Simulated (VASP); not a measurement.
# Mg (P6_3/mmc) in VASP: notebook, part 2 of 2

VASP 6.6.1. Earlier steps stand in the parts before.

### Step 4. Electric field gradients, PBEsol

Input file INCAR:

```
ALGO = Normal
EDIFF = 1E-7
ENCUT = 500
GGA = PS
ISIF = 2
ISMEAR = -1
LASPH = T
LCHARG = F
LEFG = T
LREAL = F
LWAVE = F
NELM = 80
PREC = Accurate
SIGMA = 0.05
```

Input file KPOINTS:

```
k-points
0
Gamma
  12 12 7
```

Input file POSCAR:

```
Mg
1.0
    3.2093000000      0.0000000000      0.0000000000
   -1.6046500000      2.7793353284      0.0000000000
    0.0000000000      0.0000000000      5.2103000000
Mg
2
Direct
    0.3333333333      0.6666666667      0.2500000000
    0.6666666667      0.3333333333      0.7500000000
```

Potentials or basis: VASP PAW PBE potentials, release 64 (Mg).

The run is started by

```console
$ cat potpaw_PBE.64/Mg/POTCAR > POTCAR
$ mpirun -np 1 vasp_std > vasp.out
```

OUTCAR:

```text
EDIFF = 1E-7
   ENCUT = 500
   GGA = PS
   ISIF = 2
   ISMEAR = -1
   LASPH = T
   LREAL = F
   NELM = 80
   PREC = Accurate

 ion  position               nearest neighbor table
   1  0.333  0.667  0.250-   2 3.20   2 3.20   2 3.20   2 3.20   2 3.20   2 3.20
   2  0.667  0.333  0.750-   1 3.20   1 3.20   1 3.20   1 3.20   1 3.20   1 3.20

  LATTYP: Found a hexagonal cell.
 ALAT       =     3.2093000000
 C/A-ratio  =     1.6235004518

  Lattice vectors:

 A1 = (   3.2093000000,   0.0000000000,   0.0000000000)
 A2 = (  -1.6046500000,   2.7793353284,   0.0000000000)
 A3 = (   0.0000000000,   0.0000000000,   5.2103000000)

Analysis of symmetry for initial positions (statically):
=====================================================================
 Subroutine PRICEL returns:
 Original cell was already a primitive cell.

 Routine SETGRP: Setting up the symmetry group for a
[... 408 lines left out ...]
  energy-cutoff  :      500.00
  volume of cell :       46.47
      direct lattice vectors                 reciprocal lattice vectors
     3.209300000  0.000000000  0.000000000     0.311594429  0.179899127  0.000000000
    -1.604650000  2.779335328  0.000000000     0.000000000  0.359798255  0.000000000
     0.000000000  0.000000000  5.210300000     0.000000000  0.000000000  0.191927528

 POSITION                                       TOTAL-FORCE (eV/Angst)
 -----------------------------------------------------------------------------------
     -0.00000      1.85289      1.30258        -0.000000     -0.000000      0.000000
      1.60465      0.92645      3.90773         0.000000      0.000000      0.000000
 -----------------------------------------------------------------------------------
    total drift:                                0.000000     -0.000000      0.000000

  FREE ENERGIE OF THE ION-ELECTRON SYSTEM (eV)
  ---------------------------------------------------
  free  energy   TOTEN  =        -3.4450912700 eV

  energy  without entropy=       -3.4375944088  energy(sigma->0) =       -3.44134284

 Electric field gradients (V/A^2)
---------------------------------------------------------------------
 ion       V_xx      V_yy      V_zz      V_xy      V_xz      V_yz
---------------------------------------------------------------------
   1      -0.556    -0.556     1.112    -0.000    -0.000     0.000
   2      -0.556    -0.556     1.112    -0.000     0.000    -0.000
---------------------------------------------------------------------

 Electric field gradients after diagonalization (V/A^2)
 (convention: |V_zz| > |V_xx| > |V_yy|)
----------------------------------------------------------------------
 ion       V_xx      V_yy      V_zz     asymmetry (V_yy - V_xx)/ V_zz
----------------------------------------------------------------------
   1      -0.556    -0.556     1.112       0.000
   2      -0.556    -0.556     1.112       0.000
----------------------------------------------------------------------

           NMR quadrupolar parameters

 Cq : quadrupolar parameter    Cq=e*Q*V_zz/h
 eta: asymmetry parameters     (V_yy - V_xx)/ V_zz
 Q  : nuclear electric quadrupole moment in mb (millibarn)
----------------------------------------------------------------------
 ion       Cq(MHz)       eta       Q (mb)
----------------------------------------------------------------------
   1       0.003       0.000       1.000
   2       0.003       0.000       1.000
----------------------------------------------------------------------
```

stdout:

```text
POSCAR found type information on POSCAR Mg
 POSCAR found :  1 types and       2 ions
 scaLAPACK will be used
 -----------------------------------------------------------------------------
|                                                                             |
|                                                                             |
|     You enforced a specific xc type in the INCAR file but a different       |
|     I HOPE YOU KNOW WHAT YOU ARE DOING!                                     |
|                                                                             |
 -----------------------------------------------------------------------------

 LDA part: xc-table for (Slater+PW92), standard interpolation
 POSCAR, INCAR and KPOINTS ok, starting setup
 FFT: planning ... GRIDC
 FFT: planning ... GRID_SOFT
 FFT: planning ... GRID
 WAVECAR not read
 entering main loop
ion   1

ion   2
```

Run time: 9.4 s. Hardware: 1 thread of Intel Xeon 6975P-C (Granite Rapids), shared host; peak memory 0.16 GiB.

What came out:

| Property | Result |
| --- | --- |
| Free energy | -3.4451 eV |
| Pressure | -1.2 GPa |
| Band gap on the k mesh | none (metal or under the smearing width) |

Electric field gradients, principal values (V/Å²):
```csv
atom,Vxx,Vyy,Vzz
1 Mg,-0.556,-0.556,1.112
2 Mg,-0.556,-0.556,1.112
```

Caveat: the PAW data sets were made with another functional, which shifts forces and pressure a little.

### Step 5. Electric field gradients, PBEsol

INCAR, as its differences from that of step 4:

```diff
@@ -2,3 +2,3 @@
 EDIFF = 1E-7
-ENCUT = 500
+ENCUT = 600
 GGA = PS
```

KPOINTS is that of step 4.

POSCAR is that of step 4.

Potentials or basis: VASP PAW PBE potentials, release 64 (Mg_sv).

The run is started by

```console
$ cat potpaw_PBE.64/Mg_sv/POTCAR > POTCAR
$ mpirun -np 1 vasp_std > vasp.out
```

OUTCAR:

```text
EDIFF = 1E-7
   ENCUT = 600
   GGA = PS
   ISIF = 2
   ISMEAR = -1
   LASPH = T
   LREAL = F
   NELM = 80
   PREC = Accurate

 ion  position               nearest neighbor table
   1  0.333  0.667  0.250-
   2  0.667  0.333  0.750-

  LATTYP: Found a hexagonal cell.
 ALAT       =     3.2093000000
 C/A-ratio  =     1.6235004518

  Lattice vectors:

 A1 = (   3.2093000000,   0.0000000000,   0.0000000000)
 A2 = (  -1.6046500000,   2.7793353284,   0.0000000000)
 A3 = (   0.0000000000,   0.0000000000,   5.2103000000)

Analysis of symmetry for initial positions (statically):
=====================================================================
 Subroutine PRICEL returns:
 Original cell was already a primitive cell.

 Routine SETGRP: Setting up the symmetry group for a
 hexagonal supercell.

[... 598 lines left out ...]
  energy-cutoff  :      600.00
  volume of cell :       46.47
      direct lattice vectors                 reciprocal lattice vectors
     3.209300000  0.000000000  0.000000000     0.311594429  0.179899127  0.000000000
    -1.604650000  2.779335328  0.000000000     0.000000000  0.359798255  0.000000000
     0.000000000  0.000000000  5.210300000     0.000000000  0.000000000  0.191927528

 POSITION                                       TOTAL-FORCE (eV/Angst)
 -----------------------------------------------------------------------------------
     -0.00000      1.85289      1.30258         0.000000      0.000000      0.000000
      1.60465      0.92645      3.90773        -0.000000     -0.000000      0.000000
 -----------------------------------------------------------------------------------
    total drift:                               -0.000000      0.000000      0.000000

  FREE ENERGIE OF THE ION-ELECTRON SYSTEM (eV)
  ---------------------------------------------------
  free  energy   TOTEN  =        -3.4953242007 eV

  energy  without entropy=       -3.4878703794  energy(sigma->0) =       -3.49159729

 Electric field gradients (V/A^2)
---------------------------------------------------------------------
 ion       V_xx      V_yy      V_zz      V_xy      V_xz      V_yz
---------------------------------------------------------------------
   1      -0.646    -0.651     1.297    -0.004     0.000    -0.000
   2      -0.646    -0.651     1.297    -0.004    -0.000     0.000
---------------------------------------------------------------------

 Electric field gradients after diagonalization (V/A^2)
 (convention: |V_zz| > |V_xx| > |V_yy|)
----------------------------------------------------------------------
 ion       V_xx      V_yy      V_zz     asymmetry (V_yy - V_xx)/ V_zz
----------------------------------------------------------------------
   1      -0.653    -0.644     1.297       0.007
   2      -0.653    -0.644     1.297       0.007
----------------------------------------------------------------------

           NMR quadrupolar parameters

 Cq : quadrupolar parameter    Cq=e*Q*V_zz/h
 eta: asymmetry parameters     (V_yy - V_xx)/ V_zz
 Q  : nuclear electric quadrupole moment in mb (millibarn)
----------------------------------------------------------------------
 ion       Cq(MHz)       eta       Q (mb)
----------------------------------------------------------------------
   1       0.003       0.007       1.000
   2       0.003       0.007       1.000
----------------------------------------------------------------------
```

OSZICAR:

```text
N       E                     dE             d eps       ncg     rms          rms(c)
DAV:   1     0.200389023819E+03    0.20039E+03   -0.15698E+04  2662   0.171E+03
DAV:   2     0.208014281857E+02   -0.17959E+03   -0.17769E+03  2494   0.504E+02
DAV:   3    -0.215637927970E+01   -0.22958E+02   -0.22832E+02  3998   0.108E+02
DAV:   4    -0.346423697485E+01   -0.13079E+01   -0.13046E+01  2278   0.322E+01
DAV:   5    -0.352197500500E+01   -0.57738E-01   -0.57733E-01  3370   0.425E+00    0.419E+00
DAV:   6    -0.350846240082E+01    0.13513E-01   -0.15372E-02  2518   0.228E+00    0.239E+00
DAV:   7    -0.349581348317E+01    0.12649E-01   -0.23798E-02  3144   0.231E+00    0.139E-01
DAV:   8    -0.349538999281E+01    0.42349E-03   -0.32165E-03  2530   0.974E-01    0.548E-02
DAV:   9    -0.349531750978E+01    0.72483E-04   -0.14596E-04  2920   0.203E-01    0.298E-02
DAV:  10    -0.349532385145E+01   -0.63417E-05   -0.16657E-05  3026   0.475E-02    0.446E-03
DAV:  11    -0.349532409776E+01   -0.24631E-06   -0.73977E-07  2116   0.741E-03    0.123E-03
DAV:  12    -0.349532450151E+01   -0.40375E-06   -0.57703E-08  1550   0.301E-03    0.202E-03
DAV:  13    -0.349532420203E+01    0.29948E-06   -0.97934E-09  1346   0.136E-03    0.768E-05
DAV:  14    -0.349532420067E+01    0.13601E-08   -0.11693E-09  1310   0.393E-04
   1 F= -.34953242E+01 E0= -.34915973E+01  d E =-.745382E-02
```

stdout:

```text
POSCAR found type information on POSCAR Mg
 POSCAR found :  1 types and       2 ions
 scaLAPACK will be used
 -----------------------------------------------------------------------------
|                                                                             |
|                                                                             |
|     You enforced a specific xc type in the INCAR file but a different       |
|     I HOPE YOU KNOW WHAT YOU ARE DOING!                                     |
|                                                                             |
 -----------------------------------------------------------------------------

 LDA part: xc-table for (Slater+PW92), standard interpolation
 POSCAR, INCAR and KPOINTS ok, starting setup
 FFT: planning ... GRIDC
 FFT: planning ... GRID_SOFT
 FFT: planning ... GRID
 WAVECAR not read
 entering main loop
ion   1

ion   2
```

Run time: 26 s. Hardware: 1 thread of Intel Xeon 6975P-C (Granite Rapids), shared host; peak memory 0.19 GiB.

Results:

```yaml
Free_energy: -3.4953 eV
Pressure: -1.5 GPa
Band_gap_on_the_k_mesh: none (metal or under the smearing width)
```

Electric field gradients, principal values (V/Å²):
```csv
atom,Vxx,Vyy,Vzz
1 Mg,-0.644,-0.653,1.297
2 Mg,-0.644,-0.653,1.297
```

Caveat: the cutoff is under 1.25 times the usual one of these potentials, so pressure, stress and relaxed cells hold a basis-set (Pulay) error; the PAW data sets were made with another functional, which shifts forces and pressure a little.

### Step 6. The runs side by side

| potentials or basis | k mesh | cutoff (eV) | gap on the mesh (eV) | pressure (GPa) |
| --- | --- | --- | --- | --- |
| VASP PAW PBE potentials, release 64 (Mg) | 17 × 17 × 9 | 520 | none | -1.1 |
| VASP PAW PBE potentials, release 64 (Mg) | 12 × 12 × 7 | 700 | none | -1.2 |
| VASP PAW PBE potentials, release 64 (Mg) | 12 × 12 × 7 | 500 | none | -1.2 |
| VASP PAW PBE potentials, release 64 (Mg_sv) | 12 × 12 × 7 | 600 | none | -1.5 |

Alike in all rows: task electric field gradients; level PBEsol; no spin polarisation; cell as given; smearing fermi-dirac 0.05 eV.

Caveats: the PAW data sets were made with another functional, which shifts forces and pressure a little; the cutoff is under 1.25 times the usual one of these potentials, so pressure, stress and relaxed cells hold a basis-set (Pulay) error (some runs).

Total energies depend on the potentials used, so only differences within one code and one set of settings carry meaning.
